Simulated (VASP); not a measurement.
Wanted: the native input for a VASP 6.6.1 run.

```
Task                   : relaxation of cell and atoms
Functional             : rev-vdW-DF2
Potentials or basis    : VASP PAW PBE potentials, release 64 (Zn, S)
Cutoff                 : 600 eV
k mesh                 : 8 × 8 × 3
Occupations            : fermi-dirac, width 0.05 eV
Spin                   : no spin polarisation
Further INCAR settings : ALGO = Normal; EDIFF = 1e-06; IBRION = 2; EDIFFG = -0.01; NSW = 40; ISIF = 3
```

The structure of ZnS (Wurtzite-4H) lies in POSCAR:

```
ZnS
1.0
    3.8227000000      0.0000000000      0.0000000000
   -1.9113500000      3.3105553110      0.0000000000
    0.0000000000      0.0000000000     12.5200000000
Zn S
4 4
Direct
    0.6666666667      0.3333333333      0.7500000000
    0.3333333333      0.6666666667      0.2500000000
    0.0000000000      0.0000000000      0.5000000000
    0.0000000000      0.0000000000      0.0000000000
    0.6666666667      0.3333333333      0.9375000000
    0.3333333333      0.6666666667      0.4375000000
    0.0000000000      0.0000000000      0.6875000000
    0.0000000000      0.0000000000      0.1875000000
```

These files were run (other wordings do the same):

INCAR

```
SYSTEM = ZnS
  PREC = Accurate
  ENCUT = 600
  EDIFF = 1E-6
  ISMEAR = -1
  SIGMA = 0.05
  LREAL = .FALSE.
  LASPH = .TRUE.
  NELM = 80
  ALGO = Normal
  ISIF = 3
  LWAVE = .FALSE.
  LCHARG = .FALSE.
  GGA = MK
  LUSE_VDW = .TRUE.
  AGGAC = 0.0
  PARAM1 = 0.1234
  PARAM2 = 0.711357
  ZAB_VDW = -1.8867
  IBRION = 2
  NSW = 40
  EDIFFG = -0.01
```

KPOINTS

```
Automatic mesh
0
G
  8 8 3
  0 0 0
```

Potentials or basis: VASP PAW PBE potentials, release 64 (Zn, S).

Run with:

```console
$ cat potpaw_PBE.64/Zn/POTCAR potpaw_PBE.64/S/POTCAR > POTCAR
$ mpirun -np 1 vasp_std > vasp.out
```

Results of the run:

```yaml
Relaxed_volume: 19.82 Å³/atom
Relaxed_cell: a = 3.824 Å, b = 3.824 Å, c = 12.519 Å, α = 90.00°, β = 90.00°, γ = 120.00°
Space_group_after_relaxing_to_0.05_Å: P6_3mc (No. 186)
Energy_gained_by_relaxing: 0.0 meV/atom
Ionic_steps: 5
Pressure_after_relaxing: 0.0 GPa
Band_gap_on_the_k_mesh: 2.02 eV, direct
```

Caveat: the PAW data sets were made with another functional, which shifts forces and pressure a little; an odd mesh through Γ misses points on the zone boundary, where band edges often lie.

Wall time 12 min on 1 thread of Intel(R) Xeon(R) Platinum 8488C (Sapphire Rapids), on a shared host, peak memory 0.87 GiB.
